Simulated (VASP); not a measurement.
## Si: energy of the functional and RPA energy against volume scale

RPA total energy (exact exchange plus RPA correlation) on Kohn-Sham orbitals over scaled volumes of the cell given; energies count from the value at scale 1 or the largest scale; program VASP. The results are calculated, by VASP 6.6.1.

The cell before it is scaled or strained (space group Fd-3m, No. 227):
```
cell vectors (Å)
   0.0000     2.7155     2.7155
   2.7155     0.0000     2.7155
   2.7155     2.7155     0.0000
atoms (fractions of the cell vectors)
Si  0.00000  0.00000  0.00000
Si  0.25000  0.25000  0.25000
```

Settings of every row: orbitals functional PBE; datasets GW family; wave cutoff 245.3 eV; k mesh 4x4x4; response cutoff 163.5 eV; long wavelength term neglected; exchange cutoff 368 eV; frequency points 12; coulomb kernel bare; route quartic.

Potential name: Si_GW

Limits: coarse mesh, values belong to these settings and can lie far from the converged crystal; the count of empty bands follows the volume.

```
row  volume scale  V (Å³/atom)  energy of the functional (eV, a cell)  RPA energy (eV, a cell)  total energy with exact exchange (eV, a cell)
  1          0.92       18.422                                0.14519                  0.10797                                        0.18367
  2          0.96       19.223                                0.04789                  0.02815                                        0.06225
  3             1       20.024                                      0                        0                                              0
  4          1.04       20.825                                      ?                        ?                                              ?
  5          1.08       21.626                                0.01754                  0.05721                                        0.01371
```

Question: what energy of the functional and RPA energy should row 4 give?

Worked fit of energy of the functional. Take u = (V_r/V)^(2/3) − 1 with V_r = 19.623 Å³ an atom, which is twice the finite (Eulerian) strain; such expansions in the strain, on which the Birch-Murnaghan equation of state is built, carry the rest volume and the bulk modulus. The shown rows have u = 0.043, 0.01382, -0.0134, -0.06274. Least squares give energy of the functional = 0.018448 + 1.75419 × u + 27.7327 × u² eV; a straight line predicts inner rows, each left out in turn, worse (root mean square 0.049 against 0.0002 eV). The rows lie off it by 0.00003, -0.00010, 0.00008, -0.00001 (root mean square 6.6e-05 eV). The withheld row has u = -0.03886, so the fit gives 0.018448 + 1.75419 × (-0.03886) + 27.7327 × (-0.03886)² = -0.00784 eV.

The calculation gave -0.00764 eV. The fit lies 0.00020 eV (2.6 % of the value, 0.13 % of the column's range) below it; its largest miss of a shown row is 0.00010 eV.

Worked fit of RPA energy. Take u = (V_r/V)^(2/3) − 1 with V_r = 19.623 Å³ an atom, which is twice the finite (Eulerian) strain; such expansions in the strain, on which the Birch-Murnaghan equation of state is built, carry the rest volume and the bulk modulus. The shown rows have u = 0.043, 0.01382, -0.0134, -0.06274. Least squares give RPA energy = 0.008492 + 1.05407 × u + 29.1959 × u² eV; a straight line predicts inner rows, each left out in turn, worse (root mean square 0.051 against 0.00098 eV). The rows lie off it by 0.00017, -0.00049, 0.00039, -0.00007 (root mean square 0.00033 eV). The withheld row has u = -0.03886, so the fit gives 0.008492 + 1.05407 × (-0.03886) + 29.1959 × (-0.03886)² = 0.01162 eV.

The calculation gave 0.01136 eV. The fit lies 0.00026 eV (2.3 % of the value, 0.24 % of the column's range) above it; its largest miss of a shown row is 0.00049 eV.

The other values of row 4: total energy with exact exchange -0.01334 eV.
